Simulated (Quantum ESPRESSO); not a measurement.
A calculation with Quantum ESPRESSO 7.5 of SnTe (native input, structure typed inline):

pw.in

```
&CONTROL
  calculation = 'scf'
  prefix = 'pwscf'
  outdir = './tmp'
  pseudo_dir = './pseudo'
  tprnfor = .true.
  tstress = .true.
  disk_io = 'nowf'
/
&SYSTEM
  ibrav = 0
  nat = 2
  ntyp = 2
  ecutwfc = 60
  ecutrho = 480
  nbnd = 16
  occupations = 'smearing'
  smearing = 'fd'
  degauss = 0.00367493
/
&ELECTRONS
  conv_thr = 4d-10
  electron_maxstep = 120
  mixing_beta = 0.5
/
ATOMIC_SPECIES
Te   127.6000 Te_pbe_v1.uspp.F.UPF
Sn   118.7100 Sn_pbe_v1.uspp.F.UPF
CELL_PARAMETERS angstrom
   0.0000000000    3.1508500000    3.1508500000
   3.1508500000    0.0000000000    3.1508500000
   3.1508500000    3.1508500000    0.0000000000
ATOMIC_POSITIONS crystal
Te     0.5000000000    0.5000000000    0.5000000000
Sn     0.0000000000    0.0000000000    0.0000000000
K_POINTS automatic
7 7 7 0 0 0
```

Potentials or basis: SSSP 1.3 efficiency PBE.

Run with:

```console
$ OMP_NUM_THREADS=1 pw.x -in pw.in > pw.out
```

Problem. Write the same calculation in another form: ASE script, structure typed inline.

Solution. As run:

run.py

```python
import numpy as np
from ase.calculators.espresso import Espresso, EspressoProfile
from ase import Atoms

atoms = Atoms(['Te', 'Sn'],
              cell=[[0.0, 3.15085, 3.15085], [3.15085, 0.0, 3.15085], [3.15085, 3.15085, 0.0]],
              scaled_positions=[[0.5, 0.5, 0.5], [0.0, 0.0, 0.0]],
              pbc=True)

input_data = {
    'control': {'calculation': 'scf', 'prefix': 'pwscf', 'outdir': './tmp', 'tprnfor': True, 'tstress': True, 'disk_io': 'nowf'},
    'system': {'ecutwfc': 60.0, 'ecutrho': 480.0, 'nbnd': 16, 'occupations': 'smearing', 'smearing': 'fd', 'degauss': 0.00367493},
    'electrons': {'conv_thr': 4e-10, 'electron_maxstep': 120, 'mixing_beta': 0.5},
}
pseudopotentials = {'Te': 'Te_pbe_v1.uspp.F.UPF', 'Sn': 'Sn_pbe_v1.uspp.F.UPF'}
profile = EspressoProfile(command='pw.x', pseudo_dir='pseudo')
atoms.calc = Espresso(profile=profile, input_data=input_data, pseudopotentials=pseudopotentials, kpts=(7, 7, 7), koffset=(0, 0, 0))

print(f'energy {atoms.get_potential_energy():.8f} eV')
print('forces (eV/A)')
print(np.round(atoms.get_forces(), 6))
print('stress (eV/A^3, Voigt)')
print(np.round(atoms.get_stress(), 8))
print(f'Fermi level {atoms.calc.get_fermi_level():.4f} eV')
```

Potentials or basis: SSSP 1.3 efficiency PBE.

Command:

```bash
$ OMP_NUM_THREADS=1 python run.py
```

Both were run:

|  | native input, structure typed inline | ASE script, structure typed inline |
| --- | --- | --- |
| Pressure | 2.1 GPa | 2.1 GPa |

Keys that steer only the numerical path or the files written may differ.
